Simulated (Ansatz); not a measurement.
# TaN: the cost of one run

Method: DFT r2SCAN, scalar-relativistic, plane waves, PAW, in Ansatz 0.2.0.

7 further runs of the same task are left out: 2 that didn't finish, 5 set aside as unsound or not needed.

**1. The structure to begin with**

It takes space group Fm-3m (No. 225, cubic). Conventional cell: a = 4.397 Å, b = 4.397 Å, c = 4.397 Å, α = 90.00°, β = 90.00°, γ = 90.00°. Ta (site symmetry m-3m) has 6 N at 2.20 Å as nearest neighbours. N (site symmetry m-3m) is surrounded by 6 Ta at 2.20 Å.

Coordinates:

```
Ta N
1.0
     0.00000    2.19827    2.19827
     2.19827    0.00000    2.19827
     2.19827    2.19827    0.00000
Ta N
1 1
Direct
  0.50000 0.50000 0.50000
  0.00000 0.00000 0.00000
```

It is the result of an earlier relaxation at this level (volume 10.62 Å³/atom; gap on the mesh: none (metal)).

**2. The film's bulk: TaC**

Relaxed beforehand at this level: -5098.6844 eV/atom, gap on the mesh none (metal).

```
Ta C
1.0
     0.00000   -2.23095   -2.23095
     2.23095    0.00000   -2.23095
     2.23095   -2.23095    0.00000
Ta C
1 1
Direct
  0.50000 0.50000 0.50000
  0.00000 0.00000 0.00000
```

**3. The bulk in the cell of the plane**

The input, input.yaml:

```yaml
crystal:
  lattice:
    - [3.1088180369, 0.0, 0.0]
    - [0.0, 3.1088180369, 0.0]
    - [1.5544090185, 1.5544090185, 2.1982663154]
  atoms:
    - { symbol: Ta, position: [0.5, 0.5, 0.0] }
    - { symbol: "N", position: [0.0, 0.0, 0.0] }
basis:
  ecutwfc: 500
kpoints:
  mp_grid: { grid: [11, 11, 16] }
hamiltonian:
  xc: r2scan
scf:
  occupations: { method: gaussian, width: 0.1 }
output:
  forces: true
  stress: true
  eigenvalues: true
  write_density: true
  write_potential: true
  elf: true
  volumetric_format: npy
```

Run with:

```
> ansatz run input.yaml --threads 4 --pin off --max-ram 10240MiB --backend cpu --events-out ev --progress --plain --runs-dir out
```

Q: Estimate wall time and peak memory on 4 threads of Intel Xeon Platinum 8259CL at 2.50GHz (Skylake/Cascade Lake), shared host.

About 7.9 s, with a peak of 0.62 GiB.
